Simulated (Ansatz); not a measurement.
## Si: the change of pressure and energy less free atoms with volume scale

Results calculated with Ansatz 0.2.0, not measured. Periodic Kohn-Sham DFT of a crystal at fixed atoms, scaled to volume_scale times the given cell; pressure positive in compression, energy less spherical unpolarised free atoms, largest_vzz the field gradient of largest size among the nuclei.

The cell before it is scaled or strained (space group Pm-3m, No. 221):
```
cell vectors (Å)
   2.5324     0.0000     0.0000
   0.0000     2.5324     0.0000
   0.0000     0.0000     2.5324
atoms (fractions of the cell vectors)
Si  0.00000  0.00000  0.00000
```

Settings of every row: method all-electron LAPW; functional PBE; relativity scalar; k mesh 14x14x14; filling fermi-dirac; smearing width 0.03 eV; basis error target 0.25 meV/atom; nucleus gaussian.

Atom start moment: 0 on all atoms.

Limits: the cell comes from a prototype or a list of computed structures and needn't be the stable phase.

```csv
row,volume scale,V (Å³/atom),pressure (GPa),energy less free atoms (eV/atom)
1,0.96,15.591,4.589,-5.0601
2,0.98,15.916,?,?
3,1,16.24,0.001,-5.0691
4,1.02,16.565,-1.922,-5.0671
5,1.04,16.89,-3.64,-5.0614
```

Question: what pressure and energy less free atoms should row 2 give?

Worked fit of pressure. Take u = (V_r/V)^(2/3) − 1 with V_r = 16.402 Å³ an atom, which is twice the finite (Eulerian) strain; such expansions in the strain, on which the Birch-Murnaghan equation of state is built, carry the rest volume and the bulk modulus. The shown rows have u = 0.03438, 0.00664, -0.00657, -0.01936. Least squares give pressure = −0.9866 + 146.051 × u + 468.64 × u² GPa; a straight line predicts inner rows, each left out in turn, worse (root mean square 0.21 against 0.008 GPa). The rows lie off it by 0.000, -0.003, 0.004, -0.002. The pressure vanishes at u = 0.0066, or V = 16.24 Å³ an atom, and there the bulk modulus at fixed shape and fractions is B = −V dP/dV = (2/3)(1 + u) dP/du = 102 GPa. The withheld row has u = 0.02025, so the fit gives −0.9866 + 146.051 × (0.02025) + 468.64 × (0.02025)² = 2.163 GPa.

The calculation gave 2.165 GPa. The fit lies 0.002 GPa (0.024 % of the column's range) below it; its largest miss of a shown row is 0.004 GPa.

Worked fit of energy less free atoms. Take u = (V_r/V)^(2/3) − 1 with V_r = 16.402 Å³ an atom, which is twice the finite (Eulerian) strain; such expansions in the strain, on which the Birch-Murnaghan equation of state is built, carry the rest volume and the bulk modulus. The shown rows have u = 0.03438, 0.00664, -0.00657, -0.01936. Least squares give energy less free atoms = −5.0686 − 0.1492 × u + 11.53 × u² eV/atom; a straight line predicts inner rows, each left out in turn, worse (root mean square 0.0051 against 4.7e-05 eV/atom). All shown rows lie on it to the printed digit. Its lowest point lies at u = 0.0065, or V = 16.24 Å³ an atom, and the curvature there gives the bulk modulus at fixed shape and fractions, B = (4/9)(1 + u)² E″(u)/V = 102 GPa. The withheld row has u = 0.02025, so the fit gives −5.0686 − 0.1492 × (0.02025) + 11.53 × (0.02025)² = -5.0669 eV/atom.

The calculation gave -5.0669 eV/atom. The fit meets it to the printed digit.
